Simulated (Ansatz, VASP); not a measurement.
# KF (Carobbiite): VASP beside Ansatz

```
CELL_PARAMETERS angstrom
0.00000 2.76250 2.76250
2.76250 0.00000 2.76250
2.76250 2.76250 0.00000
ATOMIC_POSITIONS crystal
K 0.00000 0.00000 0.00000
F 0.50000 0.50000 0.50000
```

Alike in both runs: task single point; functional PBE; k mesh 6 × 6 × 6; no spin polarisation.

```csv
,VASP,Ansatz
version,VASP 6.6.1,Ansatz 0.2.0
potentials or method,"VASP PAW PBE potentials, release 64 (K_sv, F)","plane waves, PAW"
plane-wave cutoff (eV),520,420
occupations,"gaussian, width 0.01 eV",fixed
valence electrons in the cell,16,16
```

VASP gave:

```
gap on the k mesh at the Fermi level (eV) : 5.67
pressure (GPa)                            : -1.5
```

Q: Estimate Ansatz's values.

A: gap on the k mesh at the Fermi level (eV): 5.69; pressure (GPa): -1.4.

PBE gaps usually lie below the measured ones, often by a third to a half.
